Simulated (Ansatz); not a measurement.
# TiO2 (P3_121) in Ansatz: notebook, part 2 of 2

Ansatz 0.2.0.

**3. Single point, PBE**

input.yaml

```yaml
crystal:
  lattice:
    - [5.5822227355, 0.0, 0.0]
    - [-2.7911113678, 4.8343466985, 0.0]
    - [0.0, 0.0, 6.08246788]
  atoms:
    - { symbol: Ti, position: [0.46693675, 0.0, 0.3333333333] }
    - { symbol: Ti, position: [0.0, 0.46693675, 0.6666666667] }
    - { symbol: Ti, position: [0.53306325, 0.53306325, 0.0] }
    - { symbol: O, position: [0.58106572, 0.85143318, 0.1206639333] }
    - { symbol: O, position: [0.72963254, 0.14856682, 0.5460027333] }
    - { symbol: O, position: [0.27036746, 0.41893428, 0.7873306] }
    - { symbol: O, position: [0.85143318, 0.58106572, 0.8793360667] }
    - { symbol: O, position: [0.14856682, 0.72963254, 0.4539972667] }
    - { symbol: O, position: [0.41893428, 0.27036746, 0.2126694] }
hamiltonian:
  xc: pbe
  pseudopotentials: { kind: paw }
kpoints:
  mp_grid: { grid: [6, 6, 5] }
scf:
  occupations: { method: gaussian, width: 0.011 }
output:
  forces: true
  stress: true
  eigenvalues: true
```

Potentials or basis: Ansatz PAW.

Command:

```
$ ansatz run input.yaml --threads 4 --pin off --max-ram 11264MiB --backend cpu --events-out ev --progress --plain --runs-dir out
```

What it wrote:

```text
Warning: RAYON_NUM_THREADS=4 ignored (pool sized by the plan → 4); use --threads N
Engine: ansatz 0.2.0, aarch64-unknown-linux-gnu
Pseudopotentials: kind: paw
Pseudopotential: Ti, paw, valence charge 12, recommended cutoff 420 eV (normal), Ti.paw.azcp
Pseudopotential: O, paw, valence charge 6, recommended cutoff 420 eV (normal), O.paw.azcp
Functional definition: PBE
  parameter kappa = 0.804
  parameter beta = 0.06672455060314922
  exchange = pbe_x(kappa = kappa, mu = beta*pi^2/3)
  correlation = pbe_c(beta = beta)
Crystal: 9 atoms, lattice volume = 164.144 Å³
Basis set: ecut = 420 eV, 3201 PW (Γ), exchange–correlation on 80×80×90 points (8 copies of the dense FFT grid, shifted against one another)
Bands: 45, of which v1, the nominal top of the filled ones, is band 36 counted from 1 (35 counted from 0)
Symmetry: 6 space group operations
Space group: P3121 (ITA 152), of the structure as read, at distance tolerance 5.5e-5 Å
k-points: 27 of 180 (time reversal used)
Non-local potential: Ti, projectors of the file, l = 0: 3, l = 1: 2, l = 2: 3, l = 3: 1
Non-local potential: O, projectors of the file, l = 0: 2, l = 1: 2, l = 2: 1
PAW form: soft (Blöchl's): semilocal exchange-correlation on the pseudo side does not see the compensation charge
PAW one-centre angular grid: Ti, 590 points (default); XC on 64 Gauss nodes
PAW one-centre angular grid: O, 110 points (default); XC on 64 Gauss nodes
Initial density: superposition of atomic densities (neutral atoms: chi_scale 0, normalization atom), corrected by the library's trained network
Initial wavefunctions: pseudopotential atomic-orbital guess
Functional: x = pbe(κ = 0.804, μ = 0.2195149727645171), c = pbe(β = 0.06672455060314922)
SCF iter   1: F=—  HF=-10915.893142 eV  |F-HF|=—  |Δ(HF+E_count)|=         —  Δρ=2.38e-3  dr2=4.57e-3  ethr=1.77e-3  ⟨swp⟩=5.1  Hψ=4709  notcnv=0
preconditioner: auto → Resta (q_TF=auto, 2.378 Å⁻¹)  ε∞=5.0  [insulator: Δε(μ)=3.631 eV  Ē_g=10.011 eV  σ=0.011 eV  W_gap=1.00  n_scr=28 (ndim 8)  ℏωp=20.1 eV  f_vac=0.300  D(μ)=0.00/eV (n_scr^D=0)  ε∞_Penn≈5.0]
SCF iter   2: F=—  HF=-10915.894332 eV  |F-HF|=—  |Δ(HF+E_count)|=   1.19e-3  Δρ=1.17e-3  dr2=1.26e-3  ethr=6.34e-6  ⟨swp⟩=2.4  Hψ=1960  notcnv=0  defer=89
SCF iter   3: F=—  HF=-10915.895474 eV  |F-HF|=—  |Δ(HF+E_count)|=   1.14e-3  Δρ=7.73e-4  dr2=9.62e-4  ethr=1.75e-6  ⟨swp⟩=2.0  Hψ=1766  notcnv=0  defer=62
automatic band count: iteration 3 solves 44 bands in place of 45: the levels show a gap, and the empty bands left out lie too high to hold charge; the band table lists the bands solved (type scf.n_extra_bands for more)
SCF iter   4: F=—  HF=-10915.895390 eV  |F-HF|=—  |Δ(HF+E_count)|=   8.33e-5  Δρ=1.99e-4  dr2=7.56e-5  ethr=1.34e-6  ⟨swp⟩=2.0  Hψ=1766  notcnv=0  defer=62
SCF iter   5: F=—  HF=-10915.895502 eV  |F-HF|=—  |Δ(HF+E_count)|=   1.12e-4  Δρ=6.30e-5  dr2=9.95e-6  ethr=1.05e-7  ⟨swp⟩=2.0  Hψ=1477  notcnv=0  defer=62
SCF iter   6: F=—  HF=-10915.895515 eV  |F-HF|=—  |Δ(HF+E_count)|=   1.30e-5  Δρ=1.42e-5  dr2=4.89e-7  ethr=1.38e-8  ⟨swp⟩=2.0  Hψ=1577  notcnv=0  defer=62
SCF iter   7: F=-10915.895516 eV  HF=-10915.895516 eV  |F-HF|=5.25e-8  |Δ(HF+E_count)|=   1.10e-6  Δρ=3.41e-6  dr2=3.11e-8  ethr=1.39e-10  ⟨swp⟩=8.4  Hψ=4594  notcnv=0
SCF 1 converged in 7 iterations: F = -10915.895516 eV  dr2 = 3.11e-8
SCF converged after 7 iterations
Free energy (F): -10915.895516 eV
Harris-Foulkes:  -10915.895516 eV  (|F-HF|=5.25e-8)
Internal energy: -10915.895516 eV  (E = F + TS)
E sigma→0 (E₀):  -10915.895516 eV
Fermi energy:    3.238784 eV
--- Per-component energies (eV) ---
  E_band       = -1043.947969
  E_kinetic    = 1867.420864
  E_local      = -7714.418258  (includes V_loc(G=0)·N_el)
  E_nonlocal   = 298.671303
  E_hartree    = 3076.610676
  E_xc         = -735.117600
  E_vxc        = -930.029977  (∫ρ·V_xc dr)
  E_paw        = -4086.087801  (= ΣΔE_a)
  E_vpaw       = -718.829118  (= ΣTr[D̂ρ^β])
  E_aug_tail   = 0.014922  (compensation charges beyond the density's cutoff)
  E_ewald      = -3622.989623
  E_smearing   = -0.000000  (= −TS)
  E_closure    = -0.000000  (closes the sum)
  Σ components = -10915.895516   (vs F -10915.895516, Δ=0.00e0)
--- Forces (eV/Å), atoms counted from 1 ---
  atom   1  Ti     0.00400024     0.00000000     0.00000000
  atom   2  Ti    -0.00200012     0.00346431     0.00000000
  atom   3  Ti    -0.00200012    -0.00346431    -0.00000000
  atom   4  O      0.02641814     0.03836121    -0.02047185
  atom   5  O      0.02641814    -0.03836121     0.02047185
  atom   6  O      0.02001271    -0.04205938    -0.02047185
  atom   7  O      0.02001271     0.04205938     0.02047185
  atom   8  O     -0.04643085     0.00369817    -0.02047185
  atom   9  O     -0.04643085    -0.00369817     0.02047185
  max |Σ_I F_I| component: 2.78e-17 eV/Å
--- Stress (GPa, compression-positive) ---
        1.444357       0.000000       0.000000
       -0.000000       1.444357      -0.000000
        0.000000      -0.000000       1.461422
  P = ⅓ Tr σ = 1.4500 GPa (14.500 kbar)
--- Band table (eV; the first three rows and the last of 27) ---
  k-point 0: bands = ["-53.7884", "-53.7766", "-53.7766", "-30.2547", "-30.2253", "-30.2253", "-30.2006", "-30.2006", "-30.1024", "-30.0940", "-30.0854", "-30.0854", "-14.5903", "-14.0542", "-14.0542", "-13.9198", "-13.9198", "-13.8857", "-1.4002", "-1.4002", "-1.3302", "-1.2094", "-1.2094", "-1.0395", "-0.9679", "-0.8287", "-0.8287", "0.1797", "0.1797", "0.3533", "0.5626", "0.6183", "0.6183", "1.1303", "1.1395", "1.1395", "5.0715", "5.6419", "5.6419", "6.0590", "6.0590", "6.2140", "6.7371", "6.7371"]
  k-point 1: bands = ["-53.7877", "-53.7797", "-53.7742", "-30.2517", "-30.2288", "-30.2278", "-30.2177", "-30.1740", "-30.1044", "-30.0987", "-30.0944", "-30.0761", "-14.5571", "-14.1870", "-13.9553", "-13.9213", "-13.9148", "-13.8887", "-1.3997", "-1.3699", "-1.3474", "-1.3257", "-1.0787", "-1.0771", "-0.9619", "-0.9012", "-0.6278", "0.0709", "0.1378", "0.2355", "0.3123", "0.5300", "0.9029", "1.1585", "1.2283", "1.2906", "5.1604", "5.3097", "5.6634", "5.9739", "6.0454", "6.2038", "6.5586", "6.9784"]
  k-point 2: bands = ["-53.7858", "-53.7830", "-53.7729", "-30.2440", "-30.2368", "-30.2348", "-30.2216", "-30.1451", "-30.1197", "-30.1015", "-30.0999", "-30.0704", "-14.4648", "-14.3326", "-13.9218", "-13.9064", "-13.9025", "-13.8966", "-1.3893", "-1.3853", "-1.3795", "-1.2892", "-1.1796", "-1.0806", "-0.9360", "-0.6958", "-0.4694", "-0.1864", "-0.0141", "0.0036", "0.3973", "0.4690", "0.8587", "1.3709", "1.3964", "1.4101", "5.0564", "5.3483", "5.4960", "5.8611", "5.8793", "6.0237", "6.8394", "7.1495"]
  k-point 26: bands = ["-53.7844", "-53.7793", "-53.7779", "-30.2551", "-30.2373", "-30.2317", "-30.1853", "-30.1746", "-30.1329", "-30.0915", "-30.0841", "-30.0822", "-14.3724", "-14.1828", "-14.1290", "-13.9137", "-13.9129", "-13.9074", "-1.3968", "-1.3580", "-1.2671", "-1.2172", "-1.2107", "-1.1802", "-0.7051", "-0.5617", "-0.5103", "-0.3399", "-0.1586", "-0.1564", "0.5065", "0.6000", "0.8033", "0.9332", "1.0153", "1.1243", "5.7016", "5.8128", "6.0877", "6.1992", "6.2007", "6.4484", "6.7617", "6.9983"]
```

Run time: 3.5 s. Hardware: 4 threads of Arm Neoverse V2, shared host; peak memory 0.51 GiB.

What came out:

```
Free energy            : -10915.8955 eV
Pressure               : 1.5 GPa
Largest force          : 0.051 eV/Å
Band gap on the k mesh : 3.64 eV, indirect (least direct gap 3.65 eV)
```

Forces in eV/Å, atoms in the order of the input:
```
Ti   0.004  0.000  0.000
Ti  -0.002  0.003  0.000
Ti  -0.002 -0.003  0.000
O    0.026  0.038 -0.020
O    0.026 -0.038  0.020
O    0.020 -0.042 -0.020
O    0.020  0.042  0.020
O   -0.046  0.004 -0.020
O   -0.046 -0.004  0.020
```

Caveat: odd divisions of the mesh miss points on the zone boundary, where band edges often lie, so the gap on the mesh can be too wide; the pressure holds a Pulay correction of +0.4 GPa for the finite cutoff. A k mesh can miss the band edges.
